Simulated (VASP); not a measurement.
# VASP 6.6.1 run: LiH

INCAR

```
EDIFF = 1E-7
EDIFFG = -5E-3
SIGMA = 0.02
NSW = 40
ISMEAR = -1
LWAVE = .FALSE.
GGA = CA
LREAL = .FALSE.
ENCUT = 600
LCHARG = .FALSE.
LASPH = .TRUE.
ISIF = 3
IBRION = 2
PREC = High
NBANDS = 9
NELM = 120
```

KPOINTS

```
KPOINTS created by Atomic Simulation Environment
0
Gamma
10 10 10
0 0 0
```

POSCAR

```
Li H
 1.0000000000000000
     2.5060075266916240   -0.0000000000000000   -0.0000000000000000
     0.0000000000000000    2.5060075266916240    0.0000000000000000
    -0.0000000000000000    0.0000000000000000    2.5060075266916240
 Li  H
   1   1
Cartesian
  0.0000000000000000  0.0000000000000000  0.0000000000000000
  1.2530037633458120  1.2530037633458120  1.2530037633458120
```

The recommended LDA PAW datasets give the neutral cell 4 valence electrons.

Command

```
mpirun -np 1 vasp_std
```

OSZICAR

```
N       E                     dE             d eps       ncg     rms          rms(c)
DAV:   1    -0.181089752294E+01   -0.18109E+01   -0.16151E+03  1040   0.448E+02
DAV:   2    -0.623776474036E+01   -0.44269E+01   -0.43315E+01  1389   0.557E+01
DAV:   3    -0.629342034744E+01   -0.55656E-01   -0.55556E-01  1189   0.512E+00
DAV:   4    -0.629361235804E+01   -0.19201E-03   -0.19198E-03  1305   0.292E-01
DAV:   5    -0.629361305824E+01   -0.70020E-06   -0.70017E-06  1182   0.141E-02    0.275E+00
DAV:   6    -0.609275756356E+01    0.20086E+00   -0.18637E-01  1169   0.121E+00    0.134E+00
DAV:   7    -0.602421968351E+01    0.68538E-01   -0.21403E-01  1182   0.142E+00    0.201E-01
DAV:   8    -0.602473707706E+01   -0.51739E-03   -0.44299E-03  1186   0.493E-01    0.472E-02
DAV:   9    -0.602465804834E+01    0.79029E-04   -0.25200E-04  1324   0.489E-02    0.767E-03
DAV:  10    -0.602465814224E+01   -0.93895E-07   -0.48926E-06  1125   0.174E-02    0.301E-03
...
DAV:   5    -0.603485018183E+01    0.31277E-06   -0.75337E-06  1208   0.218E-02    0.101E-03
DAV:   6    -0.603485025948E+01   -0.77659E-07   -0.17222E-07  1494   0.224E-03
   3 F= -.60348503E+01 E0= -.60348501E+01  d E =-.101920E-01
       N       E                     dE             d eps       ncg     rms          rms(c)
DAV:   1    -0.603548304705E+01   -0.63287E-03   -0.11453E-02  1042   0.708E-01    0.221E-01
DAV:   2    -0.603521104443E+01    0.27200E-03   -0.19739E-04  1233   0.104E-01    0.127E-01
DAV:   3    -0.603507512671E+01    0.13592E-03   -0.19862E-04  1428   0.592E-02    0.558E-03
DAV:   4    -0.603507486486E+01    0.26186E-06   -0.33819E-06  1108   0.170E-02    0.240E-03
DAV:   5    -0.603507484830E+01    0.16560E-07   -0.44221E-07  1196   0.537E-03
   4 F= -.60350748E+01 E0= -.60350747E+01  d E =-.104166E-01
```

From OUTCAR

```
k-points           NKPTS =     56   k-points in BZ     NKDIM =     56   number of bands    NBANDS=      9

   NELECT =       4.0000    total number of electrons

   dimension x,y,z NGX =    20 NGY =   20 NGZ =   20
   dimension x,y,z NGXF=    28 NGYF=   28 NGZF=   28

  energy-cutoff  :      600.00
  volume of cell :       14.56
      direct lattice vectors                 reciprocal lattice vectors
     2.442097309  0.000000000  0.000000000     0.409484092 -0.000000000  0.000000000
     0.000000000  2.442097309  0.000000000    -0.000000000  0.409484092  0.000000000
    -0.000000000 -0.000000000  2.442097309    -0.000000000 -0.000000000  0.409484092

 k-points in reciprocal lattice and weights: KPOINTS created by Atomic Simulation Env
   0.00000000  0.00000000  0.00000000       0.001
   0.10000000  0.00000000  0.00000000       0.006
   0.20000000  0.00000000  0.00000000       0.006
   0.30000000  0.00000000  0.00000000       0.006
   0.40000000  0.00000000  0.00000000       0.006
   0.50000000  0.00000000  0.00000000       0.003
   0.10000000  0.10000000  0.00000000       0.012
   0.20000000  0.10000000  0.00000000       0.024
   ...

 E-fermi :   4.4880

 k-point     1 :       0.0000    0.0000    0.0000
  band No.  band energies     occupation
      1     -43.2010      2.00000
      2      -5.2115      2.00000
      3      16.1705      0.00000
      4      16.1705      0.00000
      5      16.1705      0.00000
      6      17.6054      0.00000
      7      19.4913      0.00000
      8      19.4913      0.00000
      9      37.1186      0.00000

 k-point     2 :       0.1000    0.0000    0.0000
  band No.  band energies     occupation
      1     -43.1936      2.00000
      2      -5.0594      2.00000
      3      13.4103      0.00000
      4      16.4062      0.00000
      5      16.4062      0.00000
      6      17.5990      0.00000
      7      19.7416      0.00000
      8      22.6003      0.00000
      9      35.4439      0.00000

 k-point     3 :       0.2000    0.0000    0.0000
  band No.  band energies     occupation
      1     -43.1747      2.00000
      2      -4.6225      2.00000
      3      10.0997      0.00000
      4      17.1063      0.00000
      5      17.1063      0.00000
      6      17.1714      0.00000
      7      20.4916      0.00000
      8      27.3553      0.00000
      9      32.1056      0.00000

 k-point     4 :       0.3000    0.0000    0.0000
  band No.  band energies     occupation
      1     -43.1509      2.00000
      2      -3.9709      2.00000
      3       7.3520      0.00000
      4      16.6367      0.00000
      5      18.2388      0.00000
      6      18.2388      0.00000
      7      21.7364      0.00000
      8      28.7621      0.00000
      9      28.7621      0.00000

 k-point     5 :       0.4000    0.0000    0.0000
  band No.  band energies     occupation
      1     -43.1317      2.00000
      2      -3.2953      2.00000
      3       5.4146      0.00000
      4      16.2119      0.00000
      5      19.6708      0.00000
      6      19.6708      0.00000
      7      23.4512      0.00000
      8      25.9439      0.00000
      9      25.9439      0.00000

 ...

  Total        0.0012269      0.0012269      0.0012269     -0.0000000     -0.0000000      0.0000000
  in kB        0.1349715      0.1349715      0.1349715     -0.0000000     -0.0000000      0.0000000
  external PRESSURE =       0.1349715 kB  Pullay stress =       0.0000000 kB

 POSITION                                       TOTAL-FORCE (eV/Angst)
 -----------------------------------------------------------------------------------
      0.00000      0.00000      0.00000        -0.000000      0.000000      0.000000
      1.22105      1.22105      1.22105         0.000000     -0.000000      0.000000
 -----------------------------------------------------------------------------------
    total drift:                               -0.000000     -0.000000     -0.000000

  FREE ENERGIE OF THE ION-ELECTRON SYSTEM (eV)
  ---------------------------------------------------
  free  energy   TOTEN  =        -6.0350748483 eV

  energy  without entropy=       -6.0350745916  energy(sigma->0) =       -6.03507472
```

| ionic step | ΔE (meV/atom) | volume (Å³) | largest force (eV/Å) | pressure (GPa) | electronic steps |
| --- | --- | --- | --- | --- | --- |
| 1 | 0.0 | 15.74 | 0.000 | -2.69 | 11 |
| 2 | -2.2 | 15.44 | 0.000 | -2.09 | 6 |
| 3 | -5.1 | 14.73 | 0.000 | -0.43 | 6 |
| 4 | -5.2 | 14.56 | 0.000 | 0.01 | 5 |

It converged. Results: relaxed cell vector lengths 2.442, 2.442, 2.442 Å; relaxed cell volume 14.56 Å³.

For comparison, a separate LDA relaxation on usual settings, not on those above, ends at 14.57 Å³.

The run above took about 9.8 s on one core of a shared host (Intel Xeon Platinum 8488C) and held 0.11 GiB at most.
